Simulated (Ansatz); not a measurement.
AlNi under changes of volume

One of the cells (11.956 Å³/atom); the others are scaled copies at fixed shape and fractional positions:

```
CELL_PARAMETERS angstrom
2.88100 0.00000 0.00000
0.00000 2.88100 0.00000
0.00000 0.00000 2.88100
ATOMIC_POSITIONS crystal
Ni 0.50000 0.50000 0.50000
Al 0.00000 0.00000 0.00000
```

- Program: Ansatz 0.2.0
- Functional: PBE
- Potentials or basis: Ansatz PAW
- Cutoff: 420 eV (not typed: the program's choice for these potentials)
- k mesh: 9 × 9 × 9
- Occupations: fermi-dirac, width 0.05 eV
- Spin: collinear spin, ferromagnetic start
- Starting moments: [1.0, 0.0] μB

```csv
volume (Å³/atom),energy over the lowest point (meV/atom),pressure (GPa)
11.239,34.24,13.8
11.478,16.95,9.5
11.717,5.90,5.5
11.956,?,?
12.196,0.00,-1.2
12.435,4.10,-4.1
12.674,12.26,-6.7
```

What does the run at 11.956 Å³/atom give?

Energy over the lowest point 0.43 meV/atom; pressure 2.0 GPa.

Worked out: A Birch-Murnaghan fit of order 3 (a polynomial in V^(-2/3)) to the other rows has its minimum at 12.10 Å³/atom with B0 = V·E''(V) = 160 GPa and B' = 4.4. It gives 0.43 meV/atom at 11.956 Å³/atom, against the run's 0.43, and -dE/dV = 1.9 GPa, against 2.0.

Energies are extrapolated to zero smearing.

Caveats: the starting moments weren't kept.
